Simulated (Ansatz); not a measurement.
**How the vibrations of Ti change with volume**

The calculation used DFT PBE, scalar-relativistic, plane waves, PAW (Ansatz 0.2.0). Settings: 420 eV plane-wave cutoff, Γ-centred 12×12×14 mesh, Fermi-Dirac smearing of 0.15 eV. No spin polarisation. Phonons by linear response, acoustic sum rule imposed.

Equilibrium structure at this level:
```
CELL_PARAMETERS angstrom
4.58963 0.00000 0.00000
-2.29482 3.97474 0.00000
0.00000 0.00000 2.82959
ATOMIC_POSITIONS crystal
Ti 0.00000 0.00000 0.00000
Ti 0.33333 0.66667 0.50000
Ti 0.66667 0.33333 0.50000
```

In a metal, frequencies depend on the k mesh and the smearing, soft modes most.

Cells at 0.98 and 1.02 times the equilibrium volume were relaxed in shape and atoms; γ = −d ln ν / d ln V, modes matched by rank.

**Question.** Give the optical frequencies at Γ (cm⁻¹) at the three volumes and the mode Grüneisen parameters.

**Answer.**
| 0.98 V | V | 1.02 V | γ | degeneracy |
| --- | --- | --- | --- | --- |
| 122 | 119 | 117 | 1.12 | 1 |
| 170 | 160 | 151 | 2.98 | 2 |
| 194 | 188 | 181 | 1.67 | 2 |
| 217 | 212 | 207 | 1.19 | 1 |

**Question.** What pressures hold the two strained cells, and what bulk modulus follows?

**Answer.** 2.30 GPa at 0.98 V and -2.09 GPa at 1.02 V, so B = −dP/d ln V ≈ 110 GPa.

This form isn't the element's structure at ambient conditions.

Cost: 6 runs of about 6.1 core-minutes in all, on Intel Xeon 6975P-C (Granite Rapids) (shared hosts).